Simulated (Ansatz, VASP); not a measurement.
**N in VASP and in Ansatz**

INCAR

```
SYSTEM = N
  PREC = Accurate
  ENCUT = 520
  EDIFF = 1E-6
  ISMEAR = 0
  SIGMA = 0.05
  LREAL = .FALSE.
  LASPH = .TRUE.
  NELM = 80
  ALGO = Normal
  ISIF = 2
  LWAVE = .FALSE.
  LCHARG = .TRUE.
  GGA = PS
  LELF = .TRUE.
  LVHAR = .TRUE.
  NBANDS = 18
```

Contents of KPOINTS:

```
regular mesh
0
G
  6 6 4
  0 0 0
```

The input POSCAR:

```
N
1.0
    3.8338541858      0.0000000000      0.0000000000
   -1.9169270929      3.3202151193      0.0000000000
    0.0000000000      0.0000000000      6.7257633696
N
4
Direct
    0.3333333333      0.6666666667      0.3289300400
    0.3333333333      0.6666666667      0.1710699600
    0.6666666667      0.3333333333      0.8289300400
    0.6666666667      0.3333333333      0.6710699600
```

Input for Ansatz:

```yaml
crystal:
  lattice:
    - [3.8338541858, 0.0, 0.0]
    - [-1.9169270929, 3.3202151193, 0.0]
    - [0.0, 0.0, 6.7257633696]
  atoms:
    - { symbol: "N", position: [0.3333333333, 0.6666666667, 0.32893004] }
    - { symbol: "N", position: [0.3333333333, 0.6666666667, 0.17106996] }
    - { symbol: "N", position: [0.6666666667, 0.3333333333, 0.82893004] }
    - { symbol: "N", position: [0.6666666667, 0.3333333333, 0.67106996] }
basis:
  ecutwfc: 420
kpoints:
  mp_grid: { grid: [6, 6, 4] }
hamiltonian:
  xc: pbesol
scf:
  occupations: { method: gaussian, width: 0.05 }
output:
  forces: true
  stress: true
  eigenvalues: true
```

Change from the starting cell: strain -0.080 along x and y, -0.040 along z, atoms carried along.

Alike in both runs: task single point; functional PBEsol; k mesh 6 × 6 × 4; occupations gaussian, width 0.05 eV; no spin polarisation.

|  | VASP | Ansatz |
| --- | --- | --- |
| version | VASP 6.6.1 | Ansatz 0.2.0 |
| potentials or method | VASP PAW PBE potentials, release 64 (N) | scalar-relativistic, plane waves, PAW |
| plane-wave cutoff (eV) | 520 | 420 |
| valence electrons in the cell | 20 | 20 |

|  | VASP | Ansatz | Ansatz less VASP |
| --- | --- | --- | --- |
| gap on the k mesh at the Fermi level (eV) | 7.07 | 7.12 | +0.057 |
| least direct gap on the mesh (eV) | 7.45 | 7.51 | +0.055 |
| pressure (GPa) | 12.5 | 9.0 | -3.58 |
| largest component of the traceless stress (GPa) | 24.50 | 16.69 | -7.806 |
| rms of the force components (eV/Å) | 5.332 | 3.600 | -1.7319 |

Atom by atom the forces differ by 1.732 eV/Å (rms over components). The functional is the same, so the differences come from potentials, cutoffs and numerics.

Caveats: the standard files for N, O and F lose accuracy on very short bonds; the PAW data sets were made with another functional, which shifts forces and pressure a little (VASP). A k mesh can miss the band edges.
